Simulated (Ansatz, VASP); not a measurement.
## Si: VASP beside Ansatz

```xyz
2
Lattice="0.0000 2.7350 2.7350 2.7350 0.0000 2.7350 2.7350 2.7350 0.0000" Properties=species:S:1:pos:R:3 pbc="T T T"
Si    4.1026    4.1026    4.1026
Si    2.7350    2.7350    2.7350
```

Alike in both runs: task single point; functional PBE; k mesh 8 × 8 × 8; occupations gaussian, width 0.01 eV; no spin polarisation.

```csv
,VASP,Ansatz
version,VASP 6.6.1,Ansatz 0.2.0
potentials or method,"VASP PAW PBE potentials, release 64 (Si)","scalar-relativistic, plane waves, PAW"
plane-wave cutoff (eV),520,420
valence electrons in the cell,8,8
```

VASP gave:

| Property | Result |
| --- | --- |
| gap on the k mesh at the Fermi level (eV) | 0.65 |
| least direct gap on the mesh (eV) | 2.56 |
| pressure (GPa) | -0.1 |

What did Ansatz give for the same quantities?

gap on the k mesh at the Fermi level (eV): 0.65; least direct gap on the mesh (eV): 2.55; pressure (GPa): 0.0.

The functional is the same, so the differences come from potentials, cutoffs and numerics.

A k mesh can miss the band edges. Expect the measured gap to be larger: semilocal functionals such as PBE lack the derivative discontinuity.
